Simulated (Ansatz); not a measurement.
**BN: further runs on the relaxed cell**

The task here is to estimate one member of a computed series from the others.

Computed with Ansatz 0.2.0 (DFT PBE+D3(BJ), scalar-relativistic, plane waves, PAW, unless a step's input says otherwise).

1 further run of the same task is left out (set aside as unsound or not needed).

## The starting structure

Symmetry: R3m, No. 160, trigonal system. The conventional cell has a = 2.506 Å, b = 2.506 Å, c = 9.885 Å, α = 90.00°, β = 90.00°, γ = 120.00°. B (site symmetry 3m) has 3 N at 1.45 Å as nearest neighbours. N (site symmetry 3m) is surrounded by 3 B at 1.45 Å.

Coordinates:

```cif
data_structure
_symmetry_space_group_name_H-M 'P 1'
_symmetry_Int_Tables_number 1
_cell_length_a 3.5986
_cell_length_b 3.5986
_cell_length_c 3.5986
_cell_angle_alpha 40.756
_cell_angle_beta 40.756
_cell_angle_gamma 40.756
_cell_volume 17.92
loop_
_atom_site_label
_atom_site_type_symbol
_atom_site_fract_x
_atom_site_fract_y
_atom_site_fract_z
_atom_site_occupancy
B1 B 0.99970 0.99970 0.99970 1
N1 N 0.33274 0.33274 0.33274 1
```

It goes back to an entry of the Materials Project, which need not be the stable form.

It is the result of an earlier relaxation at this level (volume 8.96 Å³/atom; gap on the mesh: 4.24 eV).

The first run:

input.yaml reads:

```yaml
crystal:
  lattice:
    - [1.2530569, 0.7234527385, 3.2948845722]
    - [-1.2530569, 0.7234527385, 3.2948845722]
    - [0.0, -1.4469054771, 3.2948845722]
  atoms:
    - { symbol: B, position: [0.9996975446, 0.9996975446, 0.9996975446] }
    - { symbol: "N", position: [0.3327354554, 0.3327354554, 0.3327354554] }
basis:
  ecutwfc: 420
kpoints:
  mp_grid: { grid: [12, 12, 12] }
hamiltonian:
  xc: pbesol
scf:
  occupations: { method: gaussian, width: 0.02 }
output:
  forces: true
  stress: true
  eigenvalues: true
relax:
  adjacent_minimum: "off"
  f_tol: 0.005
  max_steps: 50
  cell: { stress_tol: 0.05 }
```

Command:

```
$ ansatz run input.yaml --threads 1 --pin off --max-ram 2560MiB --backend cpu --events-out ev --progress --plain --runs-dir out
```

Among the steps run: Relaxing with PBEsol; The cell under PBE; The cell under LDA; Relaxing with r2SCAN.

One of the session's tables, all rows but one given; the rest of the session is left out.

It belongs to the step «One structure, several functionals». 

```
functional  a (Å)  b (Å)  c (Å)  volume (Å³/atom)  gap on the mesh (eV)
PBE+D3(BJ)  3.599  3.599  3.599              8.96                  4.24
    PBEsol  3.773  3.773  3.773              9.46                  4.25
       PBE      ?      ?      ?                 ?                     ?
       LDA  3.532  3.532  3.532              8.65                  4.04
    r2SCAN  3.718  3.718  3.718              9.28                  4.84
```

Estimate the missing values for PBE.

As computed: a (Å): 4.421; b (Å): 4.421; c (Å): 4.421; volume (Å³/atom): 11.41; gap on the mesh (eV): 4.39. In the column «a (Å)» it is the highest.
